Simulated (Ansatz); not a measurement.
## Response to strain in SrF2

The parent structure is SrF$_{2}$ in the fluorite structure (space group Fm-3m, No. 225).

```
CELL_PARAMETERS angstrom
      0.00000     2.92864     2.92864
      2.92864     0.00000     2.92864
      2.92864     2.92864     0.00000
ATOMIC_POSITIONS crystal
  Sr 0.00000 0.00000 0.00000
  F  0.25000 0.25000 0.25000
  F  0.75000 0.75000 0.75000
```

Cartesian axes are those of the cell as printed.

Strains are applied to the cell and any free atomic positions relax; under biaxial strain the out-of-plane vector relaxes too; under stress the whole cell relaxes.

Computed with DFT with PBE, PAW potentials and a 420 eV plane-wave cutoff in Ansatz (a first-principles code), without spin-orbit coupling.

Candidates:
(a) biaxial strain −1.56 %, plane normal [110], relaxed out of plane
(b) uniaxial stress, 8 GPa tension along z
(c) uniaxial strain ε_zz = +1.91 %

Before the change:

* **Band gap**: 6.78 eV

Q: Order them by band gap, highest first.

A: (a) biaxial strain −1.56 %, plane normal [110], relaxed out of plane (6.83 eV), (c) uniaxial strain ε_zz = +1.91 % (6.65 eV), (b) uniaxial stress, 8 GPa tension along z (6.23 eV)

Gaps are read on the SCF mesh and a high-symmetry path. Beyond what the load breaks, stability against distortions was not tested.
